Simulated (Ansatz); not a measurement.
## One structure type, several compounds

These are results of DFT, PBE, all-electron LAPW, scalar-relativistic in Ansatz 0.2.0, not measurements.

All compounds have space group P6_3/mmc with 2 atoms in the primitive cell. V0, B0 and B0′ come from third-order Birch–Murnaghan fits to pressures at five volumes, with shape and internal coordinates held; prototypes and MP cells needn't be known phases. No run is spin-polarised.

This is a hypothetical arrangement without O2 molecules, not solid oxygen as it is known.

No spin–orbit coupling, which matters for the heavy atoms here.

Sb: Sb 2c (0.333 0.667 0.250); shape as in a = 3.46 Å, b = 3.46 Å, c = 5.30 Å, α = 90.00°, β = 90.00°, γ = 120.00°; hcp type, relaxed by us; 13×13×7 mesh, smearing 0.05 eV; no spin
O: O 2c (0.333 0.667 0.250); shape as in a = 2.68 Å, b = 2.68 Å, c = 2.63 Å, α = 90.00°, β = 90.00°, γ = 120.00°; hcp type, relaxed by us; 15×15×8 mesh, smearing 0.08 eV; no spin
Tc: Tc 2c (0.333 0.667 0.250); shape as in a = 2.74 Å, b = 2.74 Å, c = 4.40 Å, α = 90.00°, β = 90.00°, γ = 120.00°; COD 1541062, reported; 17×17×9 mesh, smearing 0.08 eV; no spin
La: La 2c (0.333 0.667 0.250); shape as in a = 3.75 Å, b = 3.75 Å, c = 6.07 Å, α = 90.00°, β = 90.00°, γ = 120.00°; COD 9008503, reported, may be off; 11×11×6 mesh, smearing 0.05 eV; no spin
P: P 2c (0.333 0.667 0.250); shape as in a = 2.71 Å, b = 2.71 Å, c = 4.59 Å, α = 90.00°, β = 90.00°, γ = 120.00°; hcp type, relaxed by us; 15×15×8 mesh, smearing 0.05 eV; no spin
Se: Se 2c (0.333 0.667 0.250); shape as in a = 3.68 Å, b = 3.68 Å, c = 3.81 Å, α = 90.00°, β = 90.00°, γ = 120.00°; hcp type, relaxed by us; 19×19×10 mesh, smearing 0.03 eV; no spin

```tsv
compound	V0 (Å³/atom)	B0 (GPa)	B0′
Sb	27.43	58	4.1
O	8.15	158	4.6
Tc	14.44	299	4.5
La	37.64	25	2.4
P	?	?	4.0
Se	22.40	?	4.5
```

**Question.** Give the missing entry: row "P", column "V0 (Å³/atom)".

**Answer.** 14.55.

**Question.** What belongs in the row "Se", column "B0 (GPa)"?

**Answer.** 66.

**Question.** Give the missing entry: row "P", column "B0 (GPa)".

**Answer.** 91.
